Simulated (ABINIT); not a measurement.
# MoS2 (P6_3/mmc) in ABINIT: equation of state

Aim: energy against volume of MoS2 in PBE, for its equilibrium volume and stiffness.

All numbers are computed with ABINIT 10.8.3 (patched build); they aren't measurements. Logs are shortened: lines on timing, memory, paths and dates and some standing lists are left out, and cuts for length are marked. The log counts tension as positive stress, the text compression.

## 1. The structure

The structure is hexagonal, space group P6_3/mmc (No. 194). The conventional cell has a = 3.169 Å, b = 3.169 Å, c = 12.324 Å, α = 90.00°, β = 90.00°, γ = 120.00°. Mo (site symmetry -6m2) is surrounded by 6 S at 2.41 Å. S (site symmetry 3m) is surrounded by 3 Mo at 2.41 Å.

## 2. Equation of state, PBE

Input file run.abi:

```
# Datasets: one volume each
ndtset 7
getwfk -1
scalecart1 3*0.9795861087
scalecart2 3*0.9864848297
scalecart3 3*0.9932883884
scalecart4 3*1.0000000000
scalecart5 3*1.0066227096
scalecart6 3*1.0131594038
scalecart7 3*1.0196128224

# Pseudopotentials
pp_dirpath "./"
pseudos "Mo.GGA_PBE-JTH.xml, S.GGA_PBE-JTH.xml"

# Structure
acell 3*1.0
rprim
     5.9885420889     0.0000000000     0.0000000000
    -2.9942710445     5.1862295807     0.0000000000
     0.0000000000     0.0000000000    23.2889847599
ntypat 2
znucl 42 16
natom 6
typat 1 1 2 2 2 2
xred
     0.6666666667     0.3333333333     0.7500000000
     0.3333333333     0.6666666667     0.2500000000
     0.6666666667     0.3333333333     0.3770000000
     0.3333333333     0.6666666667     0.8770000000
     0.6666666667     0.3333333333     0.1230000000
     0.3333333333     0.6666666667     0.6230000000

# Plane-wave basis
ecut 20.0
pawecutdg 40.0
pawxcdev 0

# k points
kptopt 1
ngkpt 10 10 3
nshiftk 1
shiftk 0.0 0.0 0.0

# Exchange and correlation
ixc 11

# Bands and occupations
nband 32
occopt 3
tsmear 0.00183747

# SCF cycle
nstep 100
tolvrs 1.0e-9

# Output
iomode 3
prtwf 1
prtden 0
prteig 0
prtebands 0
enunit 1
```

Potentials or basis: JTH PAW PBE v2.0.

Command:

```sh
abinit run.abi > log 2>&1
```

run.abo:

```text
.Version 10.8.3 of ABINIT
 DATASET    1 : space group P6_3/m m c (#194); Bravais hP (primitive hexag.)
================================================================================
 Values of the parameters that define the memory need for DATASET  1.
     intxc =       0    ionmov =       0      iscf =      17    lmnmax =      18
     lnmax =       6     mgfft =      96  mpssoang =       3    mqgrid =    6496
     natom =       6  nloc_mem =       2    nspden =       1   nspinor =       1
    nsppol =       1      nsym =      24    n1xccc =       1    ntypat =       2
    occopt =       3   xclevel =       2
       mpw =        2924          nfft =       55296          nkpt =          28
 PAW method is used; the additional fine FFT grid is defined by:
   mgfftf=       135    nfftf =    174960
================================================================================
================================================================================
[... 71 lines left out ...]
 DATASET    7 : space group P6_3/m m c (#194); Bravais hP (primitive hexag.)
================================================================================
 Values of the parameters that define the memory need for DATASET  7.
     intxc =       0    ionmov =       0      iscf =      17    lmnmax =      18
     lnmax =       6     mgfft =      96  mpssoang =       3    mqgrid =    6761
     natom =       6  nloc_mem =       2    nspden =       1   nspinor =       1
    nsppol =       1      nsym =      24    n1xccc =       1    ntypat =       2
    occopt =       3   xclevel =       2
       mpw =        3296          nfft =       69984          nkpt =          28
 PAW method is used; the additional fine FFT grid is defined by:
   mgfftf=       144    nfftf =    186624
================================================================================
================================================================================

--------------------------------------------------------------------------------
------------- Echo of variables that govern the present computation ------------
--------------------------------------------------------------------------------
 -outvars: echo values of preprocessed input variables --------
            acell      1.0000000000E+00  1.0000000000E+00  1.0000000000E+00 Bohr
              amu      9.59400000E+01  3.20660000E+01
             ecut      2.00000000E+01 Hartree
           enunit           1
           getwfk          -1
              ixc          11
           jdtset        1    2    3    4    5    6    7
         kptrlatt       10    0    0      0   10    0      0    0    3
          kptrlen1     5.86629264E+01
          kptrlen2     5.90760592E+01
          kptrlen3     5.94834932E+01
          kptrlen4     5.98854209E+01
          kptrlen5     6.02820246E+01
          kptrlen6     6.06734773E+01
          kptrlen7     6.10599430E+01
            natom           6
            nband          32
           ndtset           7
            ngfft1         24      24      96
            ngfft2         24      24      96
            ngfft3         24      24      96
            ngfft4         27      27      96
            ngfft5         27      27      96
            ngfft6         27      27      96
            ngfft7         27      27      96
          ngfftdg1         36      36     135
          ngfftdg2         36      36     135
          ngfftdg3         36      36     135
          ngfftdg4         36      36     135
          ngfftdg5         36      36     135
          ngfftdg6         36      36     144
          ngfftdg7         36      36     144
             nkpt          28
            nstep         100
             nsym          24
           ntypat           2
           occopt           3
        pawecutdg      4.00000000E+01 Hartree
         pawxcdev           0
           prtden           0
        prtebands           0
           prteig           0
            rprim1     5.8662926417E+00  0.0000000000E+00  0.0000000000E+00
                      -2.9331463209E+00  5.0803584538E+00  0.0000000000E+00
                       0.0000000000E+00  0.0000000000E+00  2.2813565957E+01
            rprim2     5.9076059227E+00  0.0000000000E+00  0.0000000000E+00
                      -2.9538029614E+00  5.1161368047E+00  0.0000000000E+00
                       0.0000000000E+00  0.0000000000E+00  2.2974230165E+01
            rprim3     5.9483493203E+00  0.0000000000E+00  0.0000000000E+00
                      -2.9741746602E+00  5.1514216221E+00  0.0000000000E+00
                       0.0000000000E+00  0.0000000000E+00  2.3132678140E+01
            rprim4     5.9885420889E+00  0.0000000000E+00  0.0000000000E+00
                      -2.9942710445E+00  5.1862295807E+00  0.0000000000E+00
                       0.0000000000E+00  0.0000000000E+00  2.3288984760E+01
            rprim5     6.0282024641E+00  0.0000000000E+00  0.0000000000E+00
                      -3.0141012321E+00  5.2205764731E+00  0.0000000000E+00
                       0.0000000000E+00  0.0000000000E+00  2.3443220943E+01
            rprim6     6.0673477324E+00  0.0000000000E+00  0.0000000000E+00
                      -3.0336738663E+00  5.2544772700E+00  0.0000000000E+00
                       0.0000000000E+00  0.0000000000E+00  2.3595453914E+01
            rprim7     6.1059943013E+00  0.0000000000E+00  0.0000000000E+00
                      -3.0529971507E+00  5.2879461804E+00  0.0000000000E+00
                       0.0000000000E+00  0.0000000000E+00  2.3745747482E+01
          spgroup         194
           tolvrs      1.00000000E-09
           tsmear      1.83747000E-03 Hartree
            typat      1  1  2  2  2  2
           useylm           1
           xangst1     1.5521541882E+00  8.9613663838E-01  9.0543143966E+00
                      -1.7279033501E-11  1.7922732768E+00  3.0181047989E+00
                       1.5521541882E+00  8.9613663838E-01  4.5513020367E+00
                      -1.7279033501E-11  1.7922732768E+00  1.0587511634E+01
                       1.5521541882E+00  8.9613663838E-01  1.4849075610E+00
                      -1.7279033501E-11  1.7922732768E+00  7.5211171588E+00
           xangst2     1.5630852116E+00  9.0244766769E-01  9.1180792747E+00
                      -1.7400806478E-11  1.8048953354E+00  3.0393597582E+00
                       1.5630852116E+00  9.0244766769E-01  4.5833545154E+00
                      -1.7400806478E-11  1.8048953354E+00  1.0662074032E+01
                       1.5630852116E+00  9.0244766769E-01  1.4953650011E+00
                      -1.7400806478E-11  1.8048953354E+00  7.5740845175E+00
           xangst3     1.5738654503E+00  9.0867164144E-01  9.1809645678E+00
                      -1.7520816902E-11  1.8173432829E+00  3.0603215226E+00
                       1.5738654503E+00  9.0867164144E-01  4.6149648561E+00
                      -1.7520816902E-11  1.8173432829E+00  1.0735607901E+01
                       1.5738654503E+00  9.0867164144E-01  1.5056781891E+00
[... 52 lines left out ...]
                      -3.3553793030E-11  3.4803843154E+00  2.0559704767E+01
                       3.0141012320E+00  1.7401921577E+00  2.8835161760E+00
                      -3.3553793030E-11  3.4803843154E+00  1.4605126647E+01
            xcart6     3.0336738662E+00  1.7514924233E+00  1.7696590436E+01
                      -3.3772289991E-11  3.5029848466E+00  5.8988634786E+00
                       3.0336738662E+00  1.7514924233E+00  8.8954861257E+00
                      -3.3772289991E-11  3.5029848466E+00  2.0693213083E+01
                       3.0336738662E+00  1.7514924233E+00  2.9022408315E+00
                      -3.3772289991E-11  3.5029848466E+00  1.4699967789E+01
            xcart7     3.0529971506E+00  1.7626487268E+00  1.7809310611E+01
                      -3.3987382204E-11  3.5252974536E+00  5.9364368705E+00
                       3.0529971506E+00  1.7626487268E+00  8.9521468007E+00
                      -3.3987382204E-11  3.5252974536E+00  2.0825020542E+01
                       3.0529971506E+00  1.7626487268E+00  2.9207269403E+00
                      -3.3987382204E-11  3.5252974536E+00  1.4793600681E+01
             xred      6.6666666667E-01  3.3333333333E-01  7.5000000000E-01
                       3.3333333333E-01  6.6666666667E-01  2.5000000000E-01
                       6.6666666667E-01  3.3333333333E-01  3.7700000000E-01
                       3.3333333333E-01  6.6666666667E-01  8.7700000000E-01
                       6.6666666667E-01  3.3333333333E-01  1.2300000000E-01
                       3.3333333333E-01  6.6666666667E-01  6.2300000000E-01
            znucl       42.00000   16.00000

================================================================================

 chkinp: Checking input parameters for consistency, jdtset=   1.

 chkinp: Checking input parameters for consistency, jdtset=   2.
[... 52 lines left out ...]
- pspini: atom type   2  psp file is ./S.GGA_PBE-JTH.xml
 Pseudopotential format is: paw10
 basis_size (lnmax)=  4 (lmn_size=  8), orbitals=   0   0   1   1
 Spheres core radius: rc_sph= 1.90380259
 Shapefunction is SIN type: shapef(r)=[sin(pi*r/rshp)/(pi*r/rshp)]**2
 Radius for shape functions =  1.40128485
 Compensation charge density is not taken into account in XC energy/potential

   3.55438669E+03                                ecore*ucvol(ha*bohr**3)
--------------------------------------------------------------------------------

================================================================================

--- !BeginCycle
iteration_state: {dtset: 1, }
solver: {iscf: 17, nstep: 100, nline: 4, wfoptalg: 10, }
tolerances: {tolvrs: 1.00E-09, }
...
[... 1573 lines left out ...]
-Cartesian components of stress tensor (GPa)         [Pressure= -5.8143E+00 GPa]
- sigma(1 1)=  5.62446612E+00  sigma(3 2)=  0.00000000E+00
- sigma(2 2)=  5.62446612E+00  sigma(3 1)=  0.00000000E+00
- sigma(3 3)=  6.19394396E+00  sigma(2 1)=  1.76931101E-09

== END DATASET(S) ==============================================================
================================================================================

 -outvars: echo values of variables after computation  --------
            acell      1.0000000000E+00  1.0000000000E+00  1.0000000000E+00 Bohr
           etotal1    -1.7916663970E+02
           etotal2    -1.7917198025E+02
           etotal3    -1.7917546686E+02
           etotal4    -1.7917729237E+02
           etotal5    -1.7917760771E+02
           etotal6    -1.7917654657E+02
           etotal7    -1.7917429000E+02
            fcart1    -2.9070182462E-28 -6.9784765047E-28 -5.7824115866E-19
                       4.4370278494E-28  5.7417844659E-28 -5.7824115866E-19
                      -1.5300096032E-28 -8.8335145630E-29  1.9703554728E-02
                       1.2240076826E-28  2.2967137863E-28  1.9703554728E-02
                      -6.1200384130E-29  1.7667029125E-29 -1.9703554728E-02
                      -6.1200384130E-29 -3.5334058252E-29 -1.9703554728E-02
            fcart2     1.5952753796E-28 -2.0613588325E-28  2.8912057933E-19
                      -1.1394824140E-28  5.7016308132E-29  2.8912057933E-19
                      -1.5952753796E-28 -1.2719022584E-28  1.2165491728E-02
                      -6.8368944841E-29  3.0701088994E-29  1.2165491728E-02
[... 94 lines left out ...]
                      -1.7755902599E-11  1.8417400637E+00  1.0879727218E+01
                       1.5949936823E+00  9.2087003183E-01  1.5258910466E+00
                      -1.7755902599E-11  1.8417400637E+00  7.7287001789E+00
           xangst6     1.6053510742E+00  9.2684987486E-01  9.3646323630E+00
                      -1.7871526211E-11  1.8536997497E+00  3.1215441210E+00
                       1.6053510742E+00  9.2684987486E-01  4.7072885345E+00
                      -1.7871526211E-11  1.8536997497E+00  1.0950376776E+01
                       1.6053510742E+00  9.2684987486E-01  1.5357997075E+00
                      -1.7871526211E-11  1.8536997497E+00  7.7788879495E+00
           xangst7     1.6155765160E+00  9.3275353642E-01  9.4242813111E+00
                      -1.7985348108E-11  1.8655070728E+00  3.1414271037E+00
                       1.6155765160E+00  9.3275353642E-01  4.7372720724E+00
                      -1.7985348108E-11  1.8655070728E+00  1.1020126280E+01
                       1.6155765160E+00  9.3275353642E-01  1.5455821350E+00
                      -1.7985348108E-11  1.8655070728E+00  7.8284363424E+00
             xred      6.6666666667E-01  3.3333333333E-01  7.5000000000E-01
                       3.3333333333E-01  6.6666666667E-01  2.5000000000E-01
                       6.6666666667E-01  3.3333333333E-01  3.7700000000E-01
                       3.3333333333E-01  6.6666666667E-01  8.7700000000E-01
                       6.6666666667E-01  3.3333333333E-01  1.2300000000E-01
                       3.3333333333E-01  6.6666666667E-01  6.2300000000E-01
 Calculation completed.
```

Run time: 13 min. Hardware: 1 thread of Arm Neoverse V1, shared host; peak memory 0.25 GiB.

What came out:

```
Equilibrium volume                        : 18.12 Å³/atom
Bulk modulus at fixed shape and positions : 144 GPa
Pressure derivative of the bulk modulus   : 4.2
```

Energy against volume, from the lowest point:
| volume (Å³/atom) | energy (meV/atom) |
| --- | --- |
| 16.792 | 49.74 |
| 17.149 | 25.52 |
| 17.507 | 9.71 |
| 17.864 | 1.43 |
| 18.221 | 0.00 |
| 18.578 | 4.81 |
| 18.936 | 15.05 |

Caveat: pressures at fixed basis lie under the slope of the energies; the cell was scaled at fixed shape and fractional positions, which overstates the stiffness of a crystal with free parameters, most of all of layers and chains; this functional lacks dispersion, which binds the layers, so the pressure and a relaxed spacing across them are unreliable.
